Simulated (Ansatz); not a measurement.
Runs of Ansatz 0.2.0 on WS2. The cell holds a slab with vacuum, 12 atoms: a = 3.183 Å, b = 3.183 Å, c = 35.181 Å, α = 90.00°, β = 90.00°, γ = 120.00°. 

| level | gap on the mesh (eV) | largest force (eV/Å) |
| --- | --- | --- |
| revPBE | 1.45 | (a) |
| PBEsol | 1.38 | (b) |
| BLYP | 1.41 | 0.66 |
| RPBE | (c) | 0.33 |
| LDA | 1.35 | 0.54 |

Alike in all rows: task band structure; potentials or basis Ansatz PAW; no spin polarisation; cell as given; k mesh 7 × 7 × 1; cutoff (eV) 420; smearing fermi-dirac 0.05 eV.

Q: Estimate the missing entries.

A: (a) 0.30; (b) 0.27; (c) 1.46.

Caveats: the k mesh misses the band edges, so the gap on the mesh is wider than the one along the path; spin-orbit coupling is left out, which moves the levels of the heavy elements; the PAW data sets come from PBE, with cores solved anew for the run's functional, which leaves a small shift of forces and pressure.

A k mesh can miss the band edges, and the runs leave out spin-orbit coupling on W.

Runs at the PBE level aren't shown here.
